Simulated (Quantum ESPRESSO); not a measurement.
PbO under changes of volume

One of the cells (19.077 Å³/atom); the others are scaled copies at fixed shape and fractional positions:

```
CELL_PARAMETERS angstrom
5.87600 0.00000 0.00000
0.00000 5.47600 0.00000
0.00000 0.00000 4.74300
ATOMIC_POSITIONS crystal
Pb 0.76900 0.51400 0.25000
Pb 0.23100 0.48600 0.75000
Pb 0.76900 0.98600 0.75000
Pb 0.23100 0.01400 0.25000
O 0.13200 0.58200 0.25000
O 0.86800 0.41800 0.75000
O 0.13200 0.91800 0.75000
O 0.86800 0.08200 0.25000
```

| Item | Value |
| --- | --- |
| Program | Quantum ESPRESSO 7.5 |
| Functional | LDA |
| Potentials or basis | GBRV 1.5 LDA |
| Cutoff | 612 eV |
| Density cutoff | 4898 eV |
| k mesh | 4 × 4 × 5 |
| Occupations | fermi-dirac, width 0.05 eV |
| Spin | no spin polarisation |

| volume (Å³/atom) | energy over the lowest point (meV/atom) | pressure (GPa) | gap on the mesh (eV) |
| --- | --- | --- | --- |
| 17.932 | 0.00 | 0.5 | 2.09 |
| 18.314 | 0.83 | -1.5 | 2.06 |
| 18.695 | ? | ? | ? |
| 19.077 | 15.82 | -4.9 | 1.99 |
| 19.458 | 29.00 | -6.4 | 1.95 |
| 19.840 | 45.42 | -7.7 | 1.91 |
| 20.222 | 64.70 | -8.8 | 1.88 |

Q: What does the run at 18.695 Å³/atom give?

A: Energy over the lowest point 6.27 meV/atom; pressure -3.3 GPa; gap on the mesh 2.02 eV.

Worked out: A Birch-Murnaghan fit of order 3 (a polynomial in V^(-2/3)) to the other rows has its minimum at 18.06 Å³/atom with B0 = V·E''(V) = 100 GPa and B' = 4.7 at fixed shape and positions, which overstates the stiffness. It gives 6.27 meV/atom at 18.695 Å³/atom, against the run's 6.27, and -dE/dV = -3.2 GPa, against -3.3. A straight line through the other rows of the gap, of slope -1.78 eV per unit of ln V, gives 2.02 eV, against the run's 2.02.

Energies are extrapolated to zero smearing.

Caveats: spin-orbit coupling is left out, which as a rule narrows the gap of such compounds by several tenths of an eV; an odd mesh through Γ misses points on the zone boundary, where band edges often lie.
